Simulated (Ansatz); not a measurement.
# Mo (Im-3m) in Ansatz: a series of runs

The runs below take Mo through band structure, with LDA, revPBE.

All numbers are computed with Ansatz 0.2.0; they aren't measurements. Logs are shortened: lines on timing, memory, paths and dates and some standing lists are left out, and cuts for length are marked.

## Step 1: The structure

Symmetry: Im-3m, No. 229, cubic system. The conventional cell has a = 3.168 Å, b = 3.168 Å, c = 3.168 Å, α = 90.00°, β = 90.00°, γ = 90.00°. Around Mo (site symmetry m-3m) lie 8 Mo at 2.74 Å.

## Step 2: Band structure, LDA, spin-orbit coupling, no magnetisation

Contents of input.yaml:

```yaml
crystal:
  lattice:
    - [-1.5838089719, 1.5838089719, 1.5838089719]
    - [1.5838089719, -1.5838089719, 1.5838089719]
    - [1.5838089719, 1.5838089719, -1.5838089719]
  atoms:
    - { symbol: Mo, position: [0.0, 0.0, 0.0] }
kpoints:
  mp_grid: { grid: [9, 9, 9] }
  band_path:
    path:
      - [0.0, 0.0, 0.0]
      - [0.5, -0.5, 0.5]
      - [0.0, 0.0, 0.5]
      - [0.0, 0.0, 0.0]
      - [0.25, 0.25, 0.25]
      - [0.5, -0.5, 0.5]
    npoints: 6
scf:
  occupations: { method: fermi_dirac, width: 0.05 }
hamiltonian:
  xc: lda
  pseudopotentials: { kind: all_electron, lapw: { basis_error: 0.001 } }
magnetization:
  noncollinear: true
  spin_orbit: true
output:
  forces: true
  stress: true
  eigenvalues: true
```

Potentials or basis: all-electron LAPW, relativistic spinors.

The run is started by

```
ansatz run input.yaml --threads 1 --pin off --max-ram 3072MiB --backend cpu --events-out ev --progress --plain --runs-dir out
```

What it wrote:

```text
Warning: RAYON_NUM_THREADS=1 ignored (pool sized by the plan → 1); use --threads N
LAPW: plane waves up to 8.093 Å⁻¹, error target 1.0e-3 eV per atom; Dirac's equation on spinors; Mo in spheres of 1.372 Å, 30 of its electrons in bands (how accurate: hamiltonian.pseudopotentials.lapw.basis_error, Limitations)
Engine: ansatz 0.2.0, x86_64-unknown-linux-gnu
Pseudopotentials: kind: all_electron
Pseudopotential: Mo, LAPW, valence charge 30, lapw/all_electron/dirac/gaussian/Mo, Dirac's equation, gaussian nucleus
Functional definition: SPW92
  exchange = slater_x
  correlation = pw_c
non-collinear run that drives no moment, with spin-orbit: no starting moment large enough to seed its density (crystal.atoms[].spin), no starting occupations that ask for one, no magnetisation constraint and no magnetic field, so the semilocal B_xc is pinned to zero
Crystal: 1 atoms, lattice volume = 15.892 Å³
Basis set: ecut = 249.562813783616 eV, 141 PW (Γ), exchange–correlation at level 2
Bands: 38, of which v1, the nominal top of the filled ones, is band 30 counted from 1 (29 counted from 0)
Symmetry: 48 space group operations + 48 with time reversal
Magnetic group: BNS 229.141 (UNI 1643), of the structure as read, at distance tolerance 2.5e-5 Å
k-points: 35 of 729
Non-local potential: Mo, projectors of the file, none
Initial density: superposition of atomic densities (chi_scale 0.1, normalization cell)
Initial wavefunctions: plane waves of lowest kinetic energy (no species holds an atomic orbital)
Functional: x = slater, c = lda
iter 1 solved again at ethr=9.21e-4 eV; its pass at ethr=1.00e-1 eV (dr2=2.76e-1 eV) is discarded
SCF iter   1: F=—  HF=-110081.411962 eV  |F-HF|=—  |Δ(HF+E_count)|=         —  Δρ=5.42e-2  dr2=2.77e-1  dr2_m=0.00e0 (ungated)  ethr=9.21e-4  |M|=0.00e0 ∫|m|=0.00e0 μB  β_m=0.30  ⟨swp⟩=2.4  Hψ=8171  notcnv=0
preconditioner: auto → Kerker (q_TF=auto, 3.033 Å⁻¹)  [metal: Δε(μ)=0.007 eV  Ē_g=8.523 eV  σ=0.050 eV  W_gap=0.03  n_scr=12 (ndim 8)  ℏωp=22.8 eV  f_vac=0.000  D(μ)=1.04/eV (n_scr^D=12)]
spin=Noncollinear: Kerker preconditioning applied to the charge; magnetization (m_x, m_y, m_z) channels mix plain (no charge-response kernel on spin).
SCF iter   2: F=—  HF=-110080.871398 eV  |F-HF|=—  |Δ(HF+E_count)|=   5.41e-1  Δρ=3.36e-2  dr2=1.14e-1  dr2_m=0.00e0 (ungated)  ethr=9.21e-4  |M|=0.00e0 ∫|m|=0.00e0 μB  β_m=0.43  ⟨swp⟩=2.0  Hψ=4108  notcnv=0
SCF iter   3: F=—  HF=-110080.715290 eV  |F-HF|=—  |Δ(HF+E_count)|=   1.56e-1  Δρ=1.34e-2  dr2=2.36e-2  dr2_m=0.00e0 (ungated)  ethr=3.81e-4  |M|=0.00e0 ∫|m|=0.00e0 μB  β_m=0.65  ⟨swp⟩=2.0  Hψ=3883  notcnv=0
SCF iter   4: F=—  HF=-110080.711497 eV  |F-HF|=—  |Δ(HF+E_count)|=         —  Δρ=4.88e-3  dr2=4.09e-3  dr2_m=0.00e0 (ungated)  ethr=7.86e-5  |M|=0.00e0 ∫|m|=0.00e0 μB  β_m=0.82  ⟨swp⟩=2.0  Hψ=3853  notcnv=0
the basis was enlarged: its passes take 3.7 MiB over the memory plan, 1 of 1 planned eigensolver slots
iter 5 solved again at ethr=1.20e-6 eV; its pass at ethr=1.36e-5 eV (dr2=3.59e-4 eV) is discarded
SCF iter   5: F=—  HF=-110080.711983 eV  |F-HF|=—  |Δ(HF+E_count)|=   4.86e-4  Δρ=1.44e-3  dr2=3.59e-4  dr2_m=0.00e0 (ungated)  ethr=1.20e-6  |M|=0.00e0 ∫|m|=0.00e0 μB  β_m=0.90  ⟨swp⟩=2.0  Hψ=6534  notcnv=0
SCF iter   6: F=—  HF=-110080.711988 eV  |F-HF|=—  |Δ(HF+E_count)|=   5.34e-6  Δρ=3.02e-4  dr2=8.35e-6  dr2_m=0.00e0 (ungated)  ethr=1.20e-6  |M|=0.00e0 ∫|m|=0.00e0 μB  β_m=0.95  ⟨swp⟩=2.0  Hψ=3862  notcnv=0
SCF iter   7: F=—  HF=-110080.711988 eV  |F-HF|=—  |Δ(HF+E_count)|=   3.63e-8  Δρ=3.58e-5  dr2=7.99e-8  dr2_m=0.00e0 (ungated)  ethr=2.78e-8  |M|=0.00e0 ∫|m|=0.00e0 μB  β_m=0.96  ⟨swp⟩=2.0  Hψ=3862  notcnv=0
SCF iter   8: F=-110080.711988 eV  HF=-110080.711988 eV  |F-HF|=7.86e-9  |Δ(HF+E_count)|=   3.11e-8  Δρ=5.82e-6  dr2=2.11e-9  dr2_m=0.00e0 (ungated)  ethr=2.66e-10  |M|=0.00e0 ∫|m|=0.00e0 μB  ⟨swp⟩=2.0  Hψ=3862  notcnv=0
SCF 1 converged in 8 iterations: F = -110080.711988 eV  dr2 = 2.11e-9
NSCF: frozen V_eff on 31 k-points
SCF converged after 8 iterations
Magnetization: |M| = 0.0000 μB,  M = (+0.0000, +0.0000, +0.0000) μB
Absolute magnetization: 0.0000 μB (∫|m|)
  site 0: m = (+0.0000, +0.0000, +0.0000) μB, |m| = 0.0000 μB  (R = 1.37 Å)
Free energy (F): -110080.711988 eV
Harris-Foulkes:  -110080.711988 eV  (|F-HF|=7.86e-9)
Internal energy: -110080.706481 eV  (E = F + TS)
E sigma→0 (E₀):  -110080.709234 eV
Entropy (-TS):   -0.005507 eV (-5.507 meV/atom)
Fermi energy:    22.699032 eV
--- Per-component energies (eV) ---
  E_band       = -4099.710685
  E_kinetic    = 114103.849911
  E_xc         = -3256.987795
  E_electrostatic = -220927.568597  (all electrons and nuclei)
  E_smearing   = -0.005507  (= −TS)
  E_closure    = 0.000000  (closes the sum)
  E_atoms      = -110068.529105  (free atoms, spherical and without spin; not in F)
  Σ components = -110080.711988   (vs F -110080.711988, Δ=0.00e0)
  Basis errors (estimates in eV, not in F): energy 2.3e-4 per atom: plane waves 2.0e-4 (1.1e-4 summed), levels above the bands 4.5e-89, relativity 4.8e-9, radial functions 3.1e-5, core shells 1.4e-7; eigenvalues (radial functions only) 2.0e-6; not estimated: angular momenta, meshes, grids; target (lapw.basis_error) 1.0e-3; muffin-tin radii Mo 1.372 Å
--- Forces (eV/Å), atoms counted from 1 ---
  atom   1  Mo    -0.00000000     0.00000000     0.00000000
  max |Σ_I F_I| component: 2.19e-24 eV/Å
--- Stress (GPa, compression-positive) ---
      -14.216916       0.000000      -0.000000
        0.000000     -14.216916       0.000000
       -0.000000       0.000000     -14.216916
  P = ⅓ Tr σ = -14.2169 GPa (-142.169 kbar)
--- Band table (eV; the first three rows and the last of 35) ---
  k-point 0: bands = ["-364.5748", "-364.5748", "-347.0397", "-347.0397", "-347.0397", "-347.0397", "-197.1005", "-197.1005", "-197.1005", "-197.1005", "-193.7825", "-193.7825", "-193.7825", "-193.7825", "-193.7642", "-193.7642", "-38.3907", "-38.3907", "-13.5482", "-13.5482", "-10.9138", "-10.9138", "-10.9138", "-10.9138", "15.5374", "15.5374", "21.3370", "21.3370", "21.3370", "21.3370", "21.4783", "21.4783", "24.3339", "24.3339", "24.3339", "24.3339", "37.4194", "37.4196"]
  k-point 1: bands = ["-364.5748", "-364.5748", "-347.0397", "-347.0397", "-347.0397", "-347.0397", "-197.1005", "-197.1005", "-197.1005", "-197.1005", "-193.7825", "-193.7825", "-193.7825", "-193.7825", "-193.7642", "-193.7642", "-38.3620", "-38.3620", "-13.6137", "-13.6137", "-11.0433", "-11.0433", "-10.9393", "-10.9393", "16.0578", "16.0578", "21.0913", "21.0913", "21.3181", "21.3181", "21.8919", "21.8919", "23.9749", "23.9749", "24.3477", "24.3477", "37.7589", "37.7589"]
  k-point 2: bands = ["-364.5748", "-364.5748", "-347.0397", "-347.0397", "-347.0397", "-347.0397", "-197.1005", "-197.1005", "-197.1005", "-197.1005", "-193.7825", "-193.7825", "-193.7825", "-193.7825", "-193.7642", "-193.7642", "-38.2886", "-38.2886", "-13.7911", "-13.7911", "-11.3483", "-11.3483", "-11.0001", "-11.0001", "17.2433", "17.2433", "20.4514", "20.4514", "21.1273", "21.1273", "23.2929", "23.2929", "23.7640", "23.7640", "24.4484", "24.4484", "37.6923", "37.6923"]
  k-point 34: bands = ["-364.5748", "-364.5748", "-347.0397", "-347.0397", "-347.0397", "-347.0397", "-197.1005", "-197.1005", "-197.1005", "-197.1005", "-193.7825", "-193.7825", "-193.7825", "-193.7825", "-193.7642", "-193.7642", "-37.9749", "-37.9749", "-14.3525", "-14.3525", "-11.8866", "-11.8866", "-11.8649", "-11.8649", "17.5409", "17.5409", "17.6283", "17.6283", "25.8503", "25.8503", "25.9953", "25.9953", "26.4346", "26.4346", "30.8369", "30.8369", "32.4478", "32.4478"]
```

Run time: 26 s. Hardware: 1 thread of Intel Xeon Platinum 8375C at 2.90GHz (Ice Lake), shared host; peak memory 0.43 GiB.

Results:

```yaml
Free_energy: -110080.7120 eV
Pressure: -14.2 GPa
Band_gap_along_the_path: none (metal or under the smearing width)
```

Levels at the corners of the path, in eV from the Fermi level:
```csv
point,band 26,band 27,band 28,band 29,band 30,band 31,band 32,band 33,band 34,band 35
Γ,-7.16,-1.36,-1.36,-1.36,-1.36,-1.22,-1.22,1.63,1.63,1.63
H,-5.30,-5.30,-5.30,3.88,3.88,3.88,3.88,4.08,4.08,8.43
N,-5.21,-3.30,-3.30,1.61,1.61,1.65,1.65,2.27,2.27,4.69
Γ,-7.16,-1.36,-1.36,-1.36,-1.36,-1.22,-1.22,1.63,1.63,1.63
P,-2.64,-2.51,-2.51,-2.51,-2.51,2.38,2.38,2.38,2.38,9.28
H,-5.30,-5.30,-5.30,3.88,3.88,3.88,3.88,4.08,4.08,8.43
```

Caveat: the k mesh is thin for a metal, which can move the energy by tens of meV per atom.

## Step 3: Band structure, revPBE

Edit input.yaml of step 2 so:

```diff
@@ -8,3 +8,3 @@
 kpoints:
-  mp_grid: { grid: [9, 9, 9] }
+  mp_grid: { grid: [12, 12, 12] }
   band_path:
@@ -17,3 +17,3 @@
       - [0.5, -0.5, 0.5]
-    npoints: 6
+    npoints: 10
 scf:
@@ -21,7 +21,4 @@
 hamiltonian:
-  xc: lda
+  xc: revpbe
   pseudopotentials: { kind: all_electron, lapw: { basis_error: 0.001 } }
-magnetization:
-  noncollinear: true
-  spin_orbit: true
 output:
```

Potentials or basis: all-electron LAPW, scalar-relativistic.

The run is started by

```
ansatz run input.yaml --threads 1 --pin off --max-ram 3072MiB --backend cpu --events-out ev --progress --plain --runs-dir out
```

What it wrote:

```text
Warning: RAYON_NUM_THREADS=1 ignored (pool sized by the plan → 1); use --threads N
LAPW: plane waves up to 8.085 Å⁻¹, error target 1.0e-3 eV per atom; small_component_spin mean_spin; Mo in spheres of 1.372 Å, 30 of its electrons in bands, Dirac shells [] (how accurate: hamiltonian.pseudopotentials.lapw.basis_error, Limitations)
[... 2 set-up lines as earlier in the session ...]
Pseudopotential: Mo, LAPW, valence charge 30, lapw/all_electron/scalar/gaussian/Mo, Koelling and Harmon's equation, gaussian nucleus
Functional definition: revPBE
  parameter kappa = 1.245
  parameter beta = 0.06672455060314922
  exchange = pbe_x(kappa = kappa, mu = beta*pi^2/3)
  correlation = pbe_c(beta = beta)
Crystal: 1 atoms, lattice volume = 15.892 Å³
Basis set: ecut = 249.03718602771855 eV, 141 PW (Γ), exchange–correlation at level 2
Bands: 19, of which v1, the nominal top of the filled ones, is band 15 counted from 1 (14 counted from 0)
Symmetry: 48 space group operations
Space group: Im-3m (ITA 229), of the structure as read, at distance tolerance 2.5e-5 Å
k-points: 72 of 1728
[... 3 set-up lines as earlier in the session ...]
Functional: x = revpbe(κ = 1.245, μ = 0.2195149727645171), c = pbe(β = 0.06672455060314922)
iter 1 solved again at ethr=9.13e-4 eV; its pass at ethr=1.00e-1 eV (dr2=2.74e-1 eV) is discarded
SCF iter   1: F=—  HF=-110183.447122 eV  |F-HF|=—  |Δ(HF+E_count)|=         —  Δρ=5.42e-2  dr2=2.75e-1  ethr=9.13e-4  ⟨swp⟩=2.4  Hψ=8412  notcnv=0
preconditioner: auto → Kerker (q_TF=auto, 3.033 Å⁻¹)  [metal: Δε(μ)=0.006 eV  Ē_g=8.495 eV  σ=0.050 eV  W_gap=0.03  n_scr=12 (ndim 8)  ℏωp=22.8 eV  f_vac=0.000  D(μ)=0.53/eV (n_scr^D=0)]
SCF iter   2: F=—  HF=-110182.867747 eV  |F-HF|=—  |Δ(HF+E_count)|=   5.79e-1  Δρ=2.30e-2  dr2=5.92e-2  ethr=9.13e-4  ⟨swp⟩=2.2  Hψ=4229  notcnv=0  defer=1
SCF iter   3: F=—  HF=-110182.851726 eV  |F-HF|=—  |Δ(HF+E_count)|=         —  Δρ=1.34e-2  dr2=2.39e-2  ethr=1.97e-4  ⟨swp⟩=2.0  Hψ=3882  notcnv=0
the basis was enlarged: its passes take 649.2 KiB over the memory plan, 1 of 1 planned eigensolver slots
SCF iter   4: F=—  HF=-110182.851462 eV  |F-HF|=—  |Δ(HF+E_count)|=   2.64e-4  Δρ=5.06e-3  dr2=4.38e-3  ethr=7.96e-5  ⟨swp⟩=2.0  Hψ=3810  notcnv=0
iter 5 solved again at ethr=1.05e-6 eV; its pass at ethr=1.46e-5 eV (dr2=3.15e-4 eV) is discarded
SCF iter   5: F=—  HF=-110182.852108 eV  |F-HF|=—  |Δ(HF+E_count)|=   6.46e-4  Δρ=1.38e-3  dr2=3.15e-4  ethr=1.05e-6  ⟨swp⟩=2.0  Hψ=6720  notcnv=0
SCF iter   6: F=—  HF=-110182.852113 eV  |F-HF|=—  |Δ(HF+E_count)|=   4.56e-6  Δρ=2.85e-4  dr2=6.90e-6  ethr=1.05e-6  ⟨swp⟩=2.0  Hψ=3972  notcnv=0
SCF iter   7: F=-110182.852114 eV  HF=-110182.852114 eV  |F-HF|=1.02e-8  |Δ(HF+E_count)|=   1.29e-6  Δρ=2.49e-5  dr2=3.86e-8  ethr=2.30e-8  ⟨swp⟩=2.0  Hψ=3972  notcnv=0
SCF 1 converged in 7 iterations: F = -110182.852114 eV  dr2 = 3.86e-8
NSCF: frozen V_eff on 51 k-points
SCF converged after 7 iterations
Free energy (F): -110182.852114 eV
Harris-Foulkes:  -110182.852114 eV  (|F-HF|=1.02e-8)
Internal energy: -110182.849529 eV  (E = F + TS)
E sigma→0 (E₀):  -110182.850821 eV
Entropy (-TS):   -0.002585 eV (-2.585 meV/atom)
Fermi energy:    23.013953 eV
--- Per-component energies (eV) ---
  E_band       = -4091.817713
  E_kinetic    = 114183.749171
  E_xc         = -3376.086752
  E_electrostatic = -220990.511948  (all electrons and nuclei)
  E_smearing   = -0.002585  (= −TS)
  E_closure    = 0.000000  (closes the sum)
  E_atoms      = -110172.361641  (free atoms, spherical and without spin; not in F)
  Σ components = -110182.852114   (vs F -110182.852114, Δ=0.00e0)
  Basis errors (estimates in eV, not in F): energy 2.4e-4 per atom: plane waves 1.9e-4 (1.0e-4 summed), levels above the bands 1.1e-80, relativity 4.7e-8, radial functions 4.5e-5, core shells 1.4e-7; eigenvalues (radial functions only) 2.2e-6; not estimated: angular momenta, meshes, grids; target (lapw.basis_error) 1.0e-3; muffin-tin radii Mo 1.372 Å
--- Forces (eV/Å), atoms counted from 1 ---
  atom   1  Mo    -0.00000000     0.00000000     0.00000000
  max |Σ_I F_I| component: 1.58e-30 eV/Å
--- Stress (GPa, compression-positive) ---
        0.567491       0.000000       0.000000
        0.000000       0.567491       0.000000
        0.000000       0.000000       0.567491
  P = ⅓ Tr σ = 0.5675 GPa (5.675 kbar)
--- Band table (eV; the first three rows and the last of 72) ---
  k-point 0: bands = ["-352.8773", "-352.8773", "-352.8773", "-194.7351", "-194.7351", "-194.7059", "-194.7059", "-194.7059", "-38.2346", "-11.5319", "-11.5319", "-11.5319", "15.8961", "21.7281", "21.7281", "21.7281", "24.6956", "24.6956", "37.7236"]
  k-point 1: bands = ["-352.8773", "-352.8773", "-352.8773", "-194.7351", "-194.7351", "-194.7059", "-194.7059", "-194.7059", "-38.2184", "-11.6266", "-11.5612", "-11.5325", "16.1939", "21.5622", "21.6967", "22.0086", "24.4652", "24.7011", "37.9333"]
  k-point 2: bands = ["-352.8773", "-352.8773", "-352.8773", "-194.7351", "-194.7351", "-194.7059", "-194.7059", "-194.7059", "-38.1738", "-11.8808", "-11.6407", "-11.5343", "16.9828", "21.1402", "21.5506", "22.8236", "24.1393", "24.7398", "38.2227"]
  k-point 71: bands = ["-352.8773", "-352.8773", "-352.8773", "-194.7351", "-194.7351", "-194.7059", "-194.7059", "-194.7059", "-37.8135", "-12.4484", "-12.4484", "-12.4484", "17.7541", "17.7541", "26.9348", "26.9348", "26.9348", "31.9900", "31.9900"]
```

It took 6 s on 1 thread of Intel Xeon Platinum 8375C at 2.90GHz (Ice Lake), shared host; peak memory 0.31 GiB.

What came out:

| Item | Value |
| --- | --- |
| Free energy | -110182.8521 eV |
| Pressure | 0.6 GPa |
| Band gap along the path | none (metal or under the smearing width) |

Levels at the corners of the path, in eV from the Fermi level:
| point | band 13 | band 14 | band 15 | band 16 | band 17 | band 18 |
| --- | --- | --- | --- | --- | --- | --- |
| Γ | -7.12 | -1.29 | -1.29 | -1.29 | 1.68 | 1.68 |
| H | -5.26 | -5.26 | 3.92 | 3.92 | 3.92 | 8.98 |
| N | -5.17 | -3.28 | 1.60 | 1.70 | 2.31 | 4.66 |
| Γ | -7.12 | -1.29 | -1.29 | -1.29 | 1.68 | 1.68 |
| P | -2.54 | -2.54 | -2.54 | 2.43 | 2.43 | 9.50 |
| H | -5.26 | -5.26 | 3.92 | 3.92 | 3.92 | 8.98 |
